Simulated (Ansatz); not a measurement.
# CoO (I4/mmm) in Ansatz: notebook

One crystal, CoO, is run at these levels: PBE; tasks: single point.

Program: Ansatz 0.2.0. These are calculated values, not measurements. Logs are shortened: lines on timing, memory, paths and dates and some standing lists are left out, and cuts for length are marked.

## 1. Starting point

The structure is tetragonal, space group I4/mmm (No. 139). The conventional cell has a = 3.016 Å, b = 3.016 Å, c = 4.215 Å, α = 90.00°, β = 90.00°, γ = 90.00°. Co (site symmetry 4/mmm) has 6 O at 2.11 to 2.13 Å as nearest neighbours. Around O (site symmetry 4/mmm) lie 6 Co at 2.11 to 2.13 Å.

## 2. Single point, PBE, collinear spin, ferromagnetic start, 9.01 Å³/atom (volume scaled by 0.94)

Input file input.yaml:

```yaml
crystal:
  lattice:
    - [-1.477216283, 1.477216283, 2.0642331802]
    - [1.477216283, -1.477216283, 2.0642331802]
    - [1.477216283, 1.477216283, -2.0642331802]
  atoms:
    - { symbol: Co, position: [0.0, 0.0, 0.0], spin: 3.0 }
    - { symbol: O, position: [0.5, 0.5, 0.0] }
kpoints:
  mp_grid: { grid: [12, 12, 12] }
scf:
  occupations: { method: fermi_dirac, width: 0.05 }
hamiltonian:
  xc: pbe
  pseudopotentials: { kind: all_electron, lapw: { basis_error: 0.0005 } }
magnetization:
  spin_polarized: true
output:
  forces: true
  stress: true
  eigenvalues: true
```

Potentials or basis: all-electron LAPW, scalar-relativistic.

Started as:

```sh
$ ansatz run input.yaml --threads 2 --pin off --max-ram 6144MiB --backend cpu --events-out ev --progress --plain --runs-dir out
```

Output:

```text
Warning: RAYON_NUM_THREADS=2 ignored (pool sized by the plan → 2); use --threads N
LAPW: plane waves up to 10.448 Å⁻¹, error target 5.0e-4 eV per atom; small_component_spin mean_spin; O in spheres of 0.936 Å, 8 of its electrons in bands, Dirac shells []; Co in spheres of 1.128 Å, 17 of its electrons in bands, Dirac shells [] (how accurate: hamiltonian.pseudopotentials.lapw.basis_error, Limitations)
Engine: ansatz 0.2.0, x86_64-unknown-linux-gnu
Pseudopotentials: kind: all_electron
Pseudopotential: Co, LAPW, valence charge 17, lapw/all_electron/scalar/gaussian/Co, Koelling and Harmon's equation, gaussian nucleus
Pseudopotential: O, LAPW, valence charge 8, lapw/all_electron/scalar/gaussian/O, Koelling and Harmon's equation, gaussian nucleus
Functional definition: PBE
  parameter kappa = 0.804
  parameter beta = 0.06672455060314922
  exchange = pbe_x(kappa = kappa, mu = beta*pi^2/3)
  correlation = pbe_c(beta = beta)
Crystal: 2 atoms, lattice volume = 18.018 Å³
Basis set: ecut = 415.9127400941066 eV, 331 PW (Γ), exchange–correlation at level 2
Bands: 18, of which v1, the nominal top of the filled ones, is band 13 counted from 1 (12 counted from 0)
Symmetry: 16 space group operations
Space group: I4/mmm (ITA 139), of the structure as read, at distance tolerance 2.6e-5 Å
Magnetic group: BNS 139.531 (UNI 1191), of the structure as read, at distance tolerance 2.6e-5 Å
k-points: 163 of 1728
Non-local potential: Co, projectors of the file, none
Non-local potential: O, projectors of the file, none
Initial density: superposition of atomic densities (chi_scale 0.1, normalization cell, long waves kept (reshape's long-wave potential 0.00 eV rms))
Starting moments: Σ|m| = 3 μB on 1 of 2 sites
Initial wavefunctions: plane waves of lowest kinetic energy (no species holds an atomic orbital)
Functional: x = pbe(κ = 0.804, μ = 0.2195149727645171), c = pbe(β = 0.06672455060314922)
iter 1 solved again at ethr=6.59e-3 eV; its pass at ethr=1.00e-1 eV (dr2=1.65e0 eV) is discarded
SCF iter   1: F=—  HF=-39965.089160 eV  |F-HF|=—  |Δ(HF+E_count)|=         —  Δρ=5.80e-2 (↑5.80e-2 ↓3.65e-2)  dr2=1.65e0  dr2_m=2.31e-2  M=3.000 μB ∫|m|=3.004 μB  β_m=0.30  ethr=6.59e-3  ⟨swp⟩=2.0  Hψ=38347  notcnv=0
Mixer restart at iter 1: flushing history
preconditioner: auto → none  [metal: Δε(μ)=0.001 eV  Ē_g=14.808 eV  σ=0.050 eV  W_gap=0.01  n_scr=8 (ndim 8)  ℏωp=33.9 eV  f_vac=0.000  D(μ)=3.72/eV (n_scr^D=64)  sad-step TF]
SCF iter   2: F=—  HF=-39964.406270 eV  |F-HF|=—  |Δ(HF+E_count)|=   6.83e-1  Δρ=3.42e-2 (↑3.42e-2 ↓1.11e-2)  dr2=3.77e-1  dr2_m=2.80e-2  M=2.981 μB ∫|m|=2.984 μB  β_m=0.37  ethr=6.59e-3  ⟨swp⟩=2.0  Hψ=17459  notcnv=0
iter 3 solved again at ethr=1.46e-4 eV; its pass at ethr=1.51e-3 eV (dr2=3.64e-2 eV) is discarded
SCF iter   3: F=—  HF=-39964.398874 eV  |F-HF|=—  |Δ(HF+E_count)|=   7.40e-3  Δρ=1.64e-2 (↑1.64e-2 ↓9.65e-3)  dr2=3.61e-2  dr2_m=2.19e-2  M=2.828 μB ∫|m|=2.833 μB  β_m=0.68  ethr=1.46e-4  ⟨swp⟩=2.0  Hψ=29031  notcnv=0
SCF iter   4: F=—  HF=-39964.459421 eV  |F-HF|=—  |Δ(HF+E_count)|=         —  Δρ=9.93e-3 (↑5.72e-3 ↓9.93e-3)  dr2=4.72e-3  dr2_m=9.47e-3  M=2.712 μB ∫|m|=2.721 μB  β_m=0.68  ethr=1.45e-4  ⟨swp⟩=2.0  Hψ=17566  notcnv=0
Mixer restart at iter 4: flushing history
the basis was enlarged: its passes take 5.2 MiB over the memory plan, 2 of 2 planned eigensolver slots
SCF iter   5: F=—  HF=-39964.478557 eV  |F-HF|=—  |Δ(HF+E_count)|=   1.91e-2  Δρ=5.14e-3 (↑5.14e-3 ↓4.35e-3)  dr2=1.58e-2  dr2_m=4.43e-4  M=2.788 μB ∫|m|=2.799 μB  β_m=0.59  ethr=1.89e-5  ⟨swp⟩=3.0  Hψ=19782  notcnv=0
SCF iter   6: F=—  HF=-39964.471129 eV  |F-HF|=—  |Δ(HF+E_count)|=   7.43e-3  Δρ=5.45e-3 (↑2.99e-3 ↓5.45e-3)  dr2=2.54e-3  dr2_m=2.61e-3  M=2.675 μB ∫|m|=2.686 μB  β_m=0.60  ethr=1.89e-5  ⟨swp⟩=3.0  Hψ=19220  notcnv=0
SCF iter   7: F=—  HF=-39964.471407 eV  |F-HF|=—  |Δ(HF+E_count)|=   2.78e-4  Δρ=3.60e-3 (↑2.21e-3 ↓3.60e-3)  dr2=1.73e-3  dr2_m=1.09e-3  M=2.654 μB ∫|m|=2.665 μB  β_m=0.80  ethr=1.02e-5  ⟨swp⟩=2.0  Hψ=15971  notcnv=0
SCF iter   8: F=—  HF=-39964.472320 eV  |F-HF|=—  |Δ(HF+E_count)|=   9.13e-4  Δρ=1.04e-3 (↑4.51e-4 ↓1.04e-3)  dr2=2.34e-4  dr2_m=3.66e-5  M=2.646 μB ∫|m|=2.658 μB  β_m=0.63  ethr=6.92e-6  ⟨swp⟩=2.5  Hψ=16326  notcnv=0
SCF iter   9: F=—  HF=-39964.471026 eV  |F-HF|=—  |Δ(HF+E_count)|=   1.29e-3  Δρ=2.04e-4 (↑6.98e-5 ↓2.04e-4)  dr2=4.06e-6  dr2_m=2.66e-6  M=2.647 μB ∫|m|=2.659 μB  β_m=0.81  ethr=9.37e-7  ⟨swp⟩=2.9  Hψ=16620  notcnv=0
SCF iter  10: F=—  HF=-39964.471014 eV  |F-HF|=—  |Δ(HF+E_count)|=   1.14e-5  Δρ=3.07e-5 (↑1.91e-5 ↓3.07e-5)  dr2=5.42e-8  dr2_m=7.94e-8  M=2.647 μB ∫|m|=2.658 μB  β_m=0.91  ethr=1.62e-8  ⟨swp⟩=2.9  Hψ=16951  notcnv=0
SCF iter  11: F=—  HF=-39964.471016 eV  |F-HF|=—  |Δ(HF+E_count)|=   1.49e-6  Δρ=3.09e-5 (↑1.73e-5 ↓3.09e-5)  dr2=4.93e-8  dr2_m=8.13e-8  M=2.648 μB ∫|m|=2.659 μB  β_m=0.95  ethr=2.17e-10  ⟨swp⟩=3.0  Hψ=18550  notcnv=0
SCF iter  12: F=—  HF=-39964.471017 eV  |F-HF|=—  |Δ(HF+E_count)|=   1.47e-6  Δρ=2.97e-5 (↑2.59e-5 ↓2.97e-5)  dr2=1.29e-7  dr2_m=1.00e-7  M=2.647 μB ∫|m|=2.658 μB  β_m=0.93  ethr=1.97e-10  ⟨swp⟩=3.0  Hψ=19753  notcnv=0
SCF iter  13: F=—  HF=-39964.471017 eV  |F-HF|=—  |Δ(HF+E_count)|=         —  Δρ=1.98e-5 (↑1.71e-5 ↓1.98e-5)  dr2=4.40e-8  dr2_m=4.74e-8  M=2.647 μB ∫|m|=2.659 μB  β_m=0.93  ethr=1.97e-10  ⟨swp⟩=2.5  Hψ=16305  notcnv=0
Mixer restart at iter 13: flushing history
SCF iter  14: F=—  HF=-39964.471017 eV  |F-HF|=—  |Δ(HF+E_count)|=   6.11e-8  Δρ=1.67e-5 (↑8.95e-6 ↓1.67e-5)  dr2=1.04e-7  dr2_m=7.17e-9  M=2.647 μB ∫|m|=2.658 μB  β_m=0.77  ethr=1.76e-10  ⟨swp⟩=3.0  Hψ=17990  notcnv=0
SCF iter  15: F=—  HF=-39964.471017 eV  |F-HF|=—  |Δ(HF+E_count)|=   4.07e-8  Δρ=1.31e-5 (↑8.48e-6 ↓1.31e-5)  dr2=3.14e-8  dr2_m=1.35e-8  M=2.647 μB ∫|m|=2.659 μB  β_m=0.68  ethr=1.76e-10  ⟨swp⟩=3.0  Hψ=17501  notcnv=0
SCF iter  16: F=—  HF=-39964.471017 eV  |F-HF|=—  |Δ(HF+E_count)|=   1.92e-8  Δρ=8.46e-6 (↑6.79e-6 ↓8.46e-6)  dr2=1.46e-8  dr2_m=6.58e-9  M=2.647 μB ∫|m|=2.659 μB  β_m=0.58  ethr=1.26e-10  ⟨swp⟩=2.0  Hψ=15995  notcnv=0
SCF iter  17: F=-39964.471017 eV  HF=-39964.471017 eV  |F-HF|=1.14e-8  |Δ(HF+E_count)|=  8.88e-10  Δρ=3.92e-6 (↑2.25e-6 ↓3.92e-6)  dr2=4.09e-9  dr2_m=8.01e-10  M=2.647 μB ∫|m|=2.659 μB  ethr=5.83e-11  ⟨swp⟩=2.0  Hψ=15995  notcnv=0
SCF 1 converged in 17 iterations: F = -39964.471017 eV  dr2 = 4.09e-9
SCF converged after 17 iterations
Magnetization: 2.6474 μB (13.8237 up, 11.1763 down)
Absolute magnetization: 2.6587 μB (∫|ρ↑−ρ↓|)
Spin contamination: 0.0127 ħ² per cell (⟨S²⟩ above its minimum at these occupations)
Per-site moments (μB) at R_I (Å): [(2.3742875113890065, 1.1281168888504676), (0.2475338871176418, 0.936116260590061)]
Free energy (F): -39964.471017 eV
Harris-Foulkes:  -39964.471017 eV  (|F-HF|=1.14e-8)
Internal energy: -39964.435456 eV  (E = F + TS)
E sigma→0 (E₀):  -39964.453237 eV
Entropy (-TS):   -0.035561 eV (-17.781 meV/atom)
Fermi energy:    15.591781 eV
--- Per-component energies (eV) ---
  E_band       = -1252.169065
  E_kinetic    = 40528.467677
  E_xc         = -1858.521440
  E_electrostatic = -78634.381693  (all electrons and nuclei)
  E_smearing   = -0.035561  (= −TS)
  E_closure    = 0.000000  (closes the sum)
  E_atoms      = -39950.192766  (free atoms, spherical and without spin; not in F)
  Σ components = -39964.471017   (vs F -39964.471017, Δ=0.00e0)
  Basis errors (estimates in eV, not in F): energy 2.0e-4 per atom: plane waves 1.7e-4 (9.4e-5 summed), levels above the bands 8.1e-143, relativity 2.2e-8, radial functions 2.6e-5, core shells 2.0e-8; eigenvalues (radial functions only) 8.4e-7; not estimated: angular momenta, meshes, grids; target (lapw.basis_error) 5.0e-4; muffin-tin radii O 0.936 Å, Co 1.128 Å
--- Forces (eV/Å), atoms counted from 1 ---
  atom   1  Co     0.00000000     0.00000000     0.00000000
  atom   2  O     -0.00000000    -0.00000000     0.00000000
  max |Σ_I F_I| component: 9.37e-31 eV/Å
--- Stress (GPa, compression-positive) ---
       10.377979       0.000000       0.000000
        0.000000      10.377979      -0.000000
        0.000000      -0.000000      10.894120
  P = ⅓ Tr σ = 10.5500 GPa (105.500 kbar)
--- Band table (eV; the first three rows and the last of 326) ---
  k-point 0 ↑: bands = ["-491.4665", "-81.1220", "-44.4452", "-44.3509", "-44.3509", "-5.3309", "12.0642", "12.1035", "12.1035", "12.3687", "12.3729", "12.5021", "12.5021", "12.6484", "16.9172", "32.5431", "34.1758", "34.1758"]
  k-point 1 ↑: bands = ["-491.4665", "-81.1215", "-44.4466", "-44.3542", "-44.3521", "-5.2249", "10.7520", "11.6615", "11.7308", "12.3959", "12.4319", "12.9319", "13.0482", "13.3196", "17.5809", "31.2351", "33.5114", "33.5555"]
  k-point 2 ↑: bands = ["-491.4665", "-81.1203", "-44.4502", "-44.3630", "-44.3555", "-4.9400", "9.3786", "11.2153", "11.2913", "12.2425", "12.4676", "13.4280", "13.5371", "13.8335", "19.1389", "29.8209", "31.7921", "32.4988"]
  k-point 162 ↓: bands = ["-491.2463", "-78.2796", "-41.7024", "-41.6226", "-41.6226", "-3.4319", "8.5127", "11.1877", "11.1877", "13.0120", "15.7247", "15.7247", "16.1810", "16.6907", "22.7052", "26.2683", "28.1169", "32.5920"]
```

Wall time 2.1 min (2 threads of Intel Xeon at 2.50GHz (Skylake/Cascade Lake), shared host); peak memory 0.78 GiB.

Results:

```
Free energy            : -39964.4710 eV
Pressure               : 10.6 GPa
Band gap on the k mesh : none (metal or under the smearing width)
Net moment             : 2.65 μB per cell
Absolute moment        : 2.66 μB per cell
Site moments           : Co +2.37; O +0.25 μB
```

Caveat: a cell with one magnetic atom can't hold antiferromagnetic order, which such compounds often take; semilocal functionals often make such compounds metallic where correlation or magnetic order opens a gap, which also shifts bond lengths.

## 3. Single point, PBE, collinear spin, ferromagnetic start, 9.20 Å³/atom (volume scaled by 0.96)

input.yaml: that of step 2 with these lines changed.

```diff
@@ -2,5 +2,5 @@
   lattice:
-    - [-1.477216283, 1.477216283, 2.0642331802]
-    - [1.477216283, -1.477216283, 2.0642331802]
-    - [1.477216283, 1.477216283, -2.0642331802]
+    - [-1.4876195573, 1.4876195573, 2.0787705126]
+    - [1.4876195573, -1.4876195573, 2.0787705126]
+    - [1.4876195573, 1.4876195573, -2.0787705126]
   atoms:
```

Potentials or basis: all-electron LAPW, scalar-relativistic.

Started as:

```sh
$ ansatz run input.yaml --threads 2 --pin off --max-ram 6144MiB --backend cpu --events-out ev --progress --plain --runs-dir out
```

Run time: 1.9 min. Hardware: 2 threads of Intel Xeon at 2.50GHz (Skylake/Cascade Lake), shared host; peak memory 0.8 GiB.

The run converged. Its results:

| Item | Value |
| --- | --- |
| Free energy | -39964.4920 eV |
| Pressure | 7.0 GPa |
| Band gap on the k mesh | none (metal or under the smearing width) |
| Net moment | 2.77 μB per cell |
| Absolute moment | 2.79 μB per cell |
| Site moments | Co +2.47; O +0.28 μB |

Caveat: a cell with one magnetic atom can't hold antiferromagnetic order, which such compounds often take; semilocal functionals often make such compounds metallic where correlation or magnetic order opens a gap, which also shifts bond lengths.

## 4. Single point, PBE, collinear spin, ferromagnetic start, 9.39 Å³/atom (volume scaled by 0.98)

input.yaml: that of step 3 with these lines changed.

```diff
@@ -2,5 +2,5 @@
   lattice:
-    - [-1.4876195573, 1.4876195573, 2.0787705126]
-    - [1.4876195573, -1.4876195573, 2.0787705126]
-    - [1.4876195573, 1.4876195573, -2.0787705126]
+    - [-1.4978793267, 1.4978793267, 2.093107314]
+    - [1.4978793267, -1.4978793267, 2.093107314]
+    - [1.4978793267, 1.4978793267, -2.093107314]
   atoms:
```

Started as:

```sh
$ ansatz run input.yaml --threads 2 --pin off --max-ram 6144MiB --backend cpu --events-out ev --progress --plain --runs-dir out
```

It took 1.7 min on 2 threads of Intel Xeon at 2.50GHz (Skylake/Cascade Lake), shared host; peak memory 0.81 GiB.

It converged, with:

| Property | Result |
| --- | --- |
| Free energy | -39964.5045 eV |
| Pressure | 3.4 GPa |
| Band gap on the k mesh | none (metal or under the smearing width) |
| Net moment | 2.86 μB per cell |
| Absolute moment | 2.87 μB per cell |
| Site moments | Co +2.54; O +0.30 μB |

Caveat: a cell with one magnetic atom can't hold antiferromagnetic order, which such compounds often take; semilocal functionals often make such compounds metallic where correlation or magnetic order opens a gap, which also shifts bond lengths.

## 5. Single point, PBE, collinear spin, ferromagnetic start, 9.58 Å³/atom

input.yaml: that of step 4 with these lines changed.

```diff
@@ -2,5 +2,5 @@
   lattice:
-    - [-1.4978793267, 1.4978793267, 2.093107314]
-    - [1.4978793267, -1.4978793267, 2.093107314]
-    - [1.4978793267, 1.4978793267, -2.093107314]
+    - [-1.50800044, 1.50800044, 2.10725036]
+    - [1.50800044, -1.50800044, 2.10725036]
+    - [1.50800044, 1.50800044, -2.10725036]
   atoms:
```

Started as:

```sh
$ ansatz run input.yaml --threads 2 --pin off --max-ram 6144MiB --backend cpu --events-out ev --progress --plain --runs-dir out
```

It took 1.9 min on 2 threads of Intel Xeon at 2.50GHz (Skylake/Cascade Lake), shared host; peak memory 0.78 GiB.

It converged, with:

| Quantity | Value |
| --- | --- |
| Free energy | -39964.5086 eV |
| Pressure | 0.0 GPa |
| Band gap on the k mesh | none (metal or under the smearing width) |
| Net moment | 2.91 μB per cell |
| Absolute moment | 2.93 μB per cell |
| Site moments | Co +2.58; O +0.31 μB |

Caveat: a cell with one magnetic atom can't hold antiferromagnetic order, which such compounds often take; semilocal functionals often make such compounds metallic where correlation or magnetic order opens a gap, which also shifts bond lengths.

## 6. Single point, PBE, collinear spin, ferromagnetic start, 9.78 Å³/atom (volume scaled by 1.02)

input.yaml: that of step 5 with these lines changed.

```diff
@@ -2,5 +2,5 @@
   lattice:
-    - [-1.50800044, 1.50800044, 2.10725036]
-    - [1.50800044, -1.50800044, 2.10725036]
-    - [1.50800044, 1.50800044, -2.10725036]
+    - [-1.5179874889, 1.5179874889, 2.1212060671]
+    - [1.5179874889, -1.5179874889, 2.1212060671]
+    - [1.5179874889, 1.5179874889, -2.1212060671]
   atoms:
```

Potentials or basis: all-electron LAPW, scalar-relativistic.

Started as:

```sh
$ ansatz run input.yaml --threads 2 --pin off --max-ram 6144MiB --backend cpu --events-out ev --progress --plain --runs-dir out
```

Wall time 1.8 min (2 threads of Intel Xeon at 2.50GHz (Skylake/Cascade Lake), shared host); peak memory 0.78 GiB.

It converged, with:

```
Free energy            : -39964.5045 eV
Pressure               : -3.3 GPa
Band gap on the k mesh : none (metal or under the smearing width)
Net moment             : 2.95 μB per cell
Absolute moment        : 2.96 μB per cell
Site moments           : Co +2.60; O +0.32 μB
```

Caveat: a cell with one magnetic atom can't hold antiferromagnetic order, which such compounds often take; semilocal functionals often make such compounds metallic where correlation or magnetic order opens a gap, which also shifts bond lengths.

## 7. Single point, PBE, collinear spin, ferromagnetic start, 9.97 Å³/atom (volume scaled by 1.04)

input.yaml: that of step 6 with these lines changed.

```diff
@@ -2,5 +2,5 @@
   lattice:
-    - [-1.5179874889, 1.5179874889, 2.1212060671]
-    - [1.5179874889, -1.5179874889, 2.1212060671]
-    - [1.5179874889, 1.5179874889, -2.1212060671]
+    - [-1.5278448268, 1.5278448268, 2.1349805184]
+    - [1.5278448268, -1.5278448268, 2.1349805184]
+    - [1.5278448268, 1.5278448268, -2.1349805184]
   atoms:
```

Started as:

```sh
$ ansatz run input.yaml --threads 2 --pin off --max-ram 6144MiB --backend cpu --events-out ev --progress --plain --runs-dir out
```

It took 1.7 min on 2 threads of Intel Xeon at 2.50GHz (Skylake/Cascade Lake), shared host; peak memory 0.74 GiB.

Results (log left out):

* Free energy: -39964.4928 eV
* Pressure: -6.4 GPa
* Band gap on the k mesh: none (metal or under the smearing width)
* Net moment: 2.97 μB per cell
* Absolute moment: 2.99 μB per cell
* Site moments: Co +2.62; O +0.33 μB

Caveat: a cell with one magnetic atom can't hold antiferromagnetic order, which such compounds often take; semilocal functionals often make such compounds metallic where correlation or magnetic order opens a gap, which also shifts bond lengths.

## 8. For comparison

An earlier run on the cell as given: functional PBE; potentials or basis all-electron LAPW, scalar-relativistic; cutoff 369 eV (chosen from the basis error); basis error allowed 0.001 eV/atom; k mesh 12 × 12 × 12; occupations fermi-dirac, width 0.05 eV; collinear spin, ferromagnetic start; starting moments [2.0, 0.0] μB.

* Pressure: 0.0 GPa
* Band gap on the k mesh: none (metal or under the smearing width)
* Net moment: 2.91 μB per cell
* Absolute moment: 2.93 μB per cell
* Site moments: Co +2.58; O +0.31 μB
* Loewdin charges: Co +1.12; O -1.00 e
